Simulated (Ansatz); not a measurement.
# Two Ansatz runs on W

The structure is an experimental refinement, used without relaxation. It was measured hot, at 2171 K.

First run: DFT, LDA, PAW with Ansatz's default frozen-core files, scalar-relativistic (Ansatz 0.2.0).

Command: `ansatz run input.yaml --threads 1 --pin off --max-ram 2048MiB --backend cpu --events-out ev --progress --plain --runs-dir out` The run took 2.8 s on 1 thread of Arm Neoverse V1 (shared host), peak memory 0.33 GiB.

```yaml
crystal:
  lattice:
    - [-1.5973, 1.5973, 1.5973]
    - [1.5973, -1.5973, 1.5973]
    - [1.5973, 1.5973, -1.5973]
  atoms:
    - { symbol: W, position: [0.0, 0.0, 0.0] }
kpoints:
  mp_grid: { grid: [14, 14, 14] }
  band_path:
    path:
      - [0.0, 0.0, 0.0]
      - [0.5, -0.5, 0.5]
      - [0.0, 0.0, 0.5]
      - [0.0, 0.0, 0.0]
      - [0.25, 0.25, 0.25]
      - [0.5, -0.5, 0.5]
      - [0.25, 0.25, 0.25]
      - [0.0, 0.0, 0.5]
    npoints: 5
scf:
  occupations: { method: fermi_dirac, width: 0.03 }
hamiltonian:
  xc: lda
  pseudopotentials: { kind: paw }
output:
  forces: true
  stress: true
  eigenvalues: true
  efg: { contact_densities: true }
```

Result: converged; pressure -16.42 GPa; no gap on the k mesh; 6 SCF iterations.

No spin–orbit coupling, which matters for the heavy atoms here.

The input is then changed:

```diff
@@ -7,5 +7,5 @@
     - { symbol: W, position: [0.0, 0.0, 0.0] }
 kpoints:
-  mp_grid: { grid: [14, 14, 14] }
+  mp_grid: { grid: [7, 7, 7] }
   band_path:
     path:
@@ -29,3 +29,4 @@
   eigenvalues: true
   efg: { contact_densities: true }
+accuracy: low
```

Q: Predict the outcome of the changed run.

A: It converged; energy at zero smearing +58.5 meV/atom from the first run; pressure -15.72 GPa; no gap on the k mesh; 6 SCF iterations. Some of these settings are too coarse for converged properties.

The results part of its log:

```
SCF 1 converged in 6 iterations: F = -10129.731326 eV  dr2 = 2.47e-11
  greatest PAW one-centre occupation: 1.000 electrons in one spin orbital (limit 2), on the W atom at site 0 (counted from 0), in its partial waves of l = 0
NSCF: frozen V_eff on 36 k-points
SCF converged after 6 iterations
Free energy (F): -10129.731326 eV
Harris-Foulkes:  -10129.731326 eV  (|F-HF|=1.27e-11)
Internal energy: -10129.727729 eV  (E = F + TS)
E sigma→0 (E₀):  -10129.729527 eV
Entropy (-TS):   -0.003597 eV (-3.597 meV/atom)
Fermi energy:    21.618266 eV
--- Per-component energies (eV) ---
  E_band       = -95.727779
  E_kinetic    = 449.257967
  E_local      = -624.648774  (includes V_loc(G=0)·N_el)
  E_nonlocal   = 6.011270
  E_hartree    = 221.011211
  E_xc         = -264.609706
  E_vxc        = -238.384599  (∫ρ·V_xc dr)
  E_paw        = -8309.457556  (= ΣΔE_a)
  E_vpaw       = -129.986105  (= ΣTr[D̂ρ^β])
  E_aug_tail   = -0.000071  (compensation charges beyond the density's cutoff)
  E_ewald      = -1607.575222
  E_core_change = 0.283153  (= ΣΔE_core)
  E_smearing   = -0.003597  (= −TS)
  E_closure    = -0.000000  (closes the sum)
  Σ components = -10129.731326   (vs F -10129.731326, Δ=0.00e0)
--- Forces (eV/Å), atoms counted from 1 ---
  atom   1  W      0.00000000     0.00000000    -0.00000000
  max |Σ_I F_I| component: 2.79e-31 eV/Å
--- Stress (GPa, compression-positive) ---
      -15.722832       0.000000       0.000000
       -0.000000     -15.722832       0.000000
       -0.000000       0.000000     -15.722832
  P = ⅓ Tr σ = -15.7228 GPa (-157.228 kbar)
--- PAW observables at the nuclei: V_zz in 10²¹ V/m², potentials from the cell's mean, atoms counted from 1 ---
  atom   1  W  V_zz =    +0.000000   η = 0.0000   by run symmetry: forbidden
            electrostatic potential = -14820.676908 V   contact ρ = 8788750.834178 e/Å³
--- Band table (eV; the first three rows and the last of 20) ---
  k-point 0: bands = ["-52.5828", "-16.2032", "-16.2032", "-16.2032", "12.1253", "20.3372", "20.3372", "20.3372", "23.6695", "23.6695", "36.1064"]
  k-point 1: bands = ["-52.5604", "-16.4398", "-16.2781", "-16.2042", "13.0376", "19.8251", "20.1507", "21.2472", "23.0872", "23.7018", "36.7019"]
  k-point 2: bands = ["-52.5098", "-16.9465", "-16.4428", "-16.2066", "14.9181", "18.8535", "19.7984", "23.2168", "23.7521", "23.9543", "35.6410"]
  k-point 19: bands = ["-52.3824", "-17.0335", "-16.9922", "-16.9922", "16.1886", "16.3029", "24.9422", "24.9422", "26.0341", "28.1902", "31.7272"]
```
